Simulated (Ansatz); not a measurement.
## Zone-centre phonons of ZrO₂ at 1 GPa: input and output

Method: DFT PBE, scalar-relativistic, plane waves, PAW (Ansatz).

Launched with:
```bash
ansatz run input.yaml --threads 1 --pin off --max-ram 3072MiB --backend cpu --events-out ev --progress --plain --runs-dir out
```

Input (bare energies are in eV):
```yaml
crystal:
  lattice:
    - [0.0, 2.554356756, 2.554356756]
    - [2.554356756, 0.0, 2.554356756]
    - [2.554356756, 2.554356756, 0.0]
  atoms:
    - { symbol: Zr, position: [0.0, 0.0, 0.0] }
    - { symbol: O, position: [0.25, 0.25, 0.25] }
    - { symbol: O, position: [0.75, 0.75, 0.75] }
basis:
  ecutwfc: 420
kpoints:
  mp_grid: { grid: [8, 8, 8] }
hamiltonian:
  xc: pbe
scf:
  occupations: { method: fixed }
output:
  eigenvalues: true
phonons:
  method: dfpt
  dielectric: true
  rigid_motions: translations
  eigenvectors: true
```

Results section of the output:
```
--- Phonons (Γ-DFPT): 2 representative perturbations + reference, on 95 of 512 k-points (Σ response iterations 6) ---
  k mesh reduced under 4 symmetry operations, with k and −k counted as one. Each operation leaves every solved perturbation unchanged. A smaller set is not considered because the run solves the response ...
  ASR residual: 2.096e-4 → 0.000e0 eV/Å²; symmetrization residual: 2.395e-6 eV/Å²
  ASR residual per site (eV/Å²): 1.90e-4 2.10e-4 2.10e-4
  Γ frequencies (cm⁻¹): 0.00 0.00 0.00 224.45 224.45 224.45 552.17 552.17 552.17
  ε∞ (high-frequency dielectric tensor):
        5.808275     0.000000    -0.000000
        0.000000     5.808275     0.000000
        0.000000     0.000000     5.808275
  ε⁰ (static dielectric tensor: ions relaxed, cell fixed):
       46.669611    -0.000000     0.000000
       -0.000000    46.669611     0.000000
        0.000000     0.000000    46.669611
  ε⁰ − ε∞ (ionic part):
       40.861336    -0.000000     0.000000
       -0.000000    40.861336     0.000000
        0.000000     0.000000    40.861336
  softest optical mode at Γ: 224.45 cm⁻¹; the repairs (sum rule, projections) moved no ω² at Γ by more than (1.98 cm⁻¹)²
  Born effective charges Z* (e; rows j = field, columns β = displacement):
    site 0:
         5.74748   -0.00000    0.00000
         0.00000    5.74748    0.00000
        -0.00000    0.00000    5.74748
    site 1:
        -2.87374    0.00000   -0.00000
        -0.00000   -2.87374   -0.00000
         0.00000   -0.00000   -2.87374
    site 2:
        -2.87374   -0.00000   -0.00000
        -0.00000   -2.87374    0.00000
        -0.00000   -0.00000   -2.87374
  Z* charge neutrality: 1.571e-5 e pre-enforcement
  k-mesh period / interband length: 28.9 Å / 1.34 Å = 21.63 at k = (0.0000, 0.0000, 0.0000), direct gap 3.858 eV — 14 or more, which is no proof of convergence
  optical modes at Γ without the LO–TO term, one row a degenerate level:
      ω (cm⁻¹) modes IR ((D/Å)²/amu)
        224.45      3            96.5156
        552.17      3             0.0000
  optical modes at Γ + LO–TO along q̂ = [1.0000, 0.0000, 0.0000]:
      ω (cm⁻¹) modes IR ((D/Å)²/amu)
        224.45      2            64.3437
        552.17      3             0.0000
        636.24      1            32.1719
  optical modes at Γ + LO–TO along q̂ = [0.0000, 1.0000, 0.0000]:
      ω (cm⁻¹) modes IR ((D/Å)²/amu)
        224.45      2            64.3437
        552.17      3             0.0000
        636.24      1            32.1719
  optical modes at Γ + LO–TO along q̂ = [0.0000, 0.0000, 1.0000]:
      ω (cm⁻¹) modes IR ((D/Å)²/amu)
        224.45      2            64.3437
        552.17      3             0.0000
        636.24      1            32.1719
```

Time: 31 s on 1 thread of Arm Neoverse V1, on a shared host, peak memory 0.5 GiB.

This fluorite-type form isn't the usual stable structure of the compound.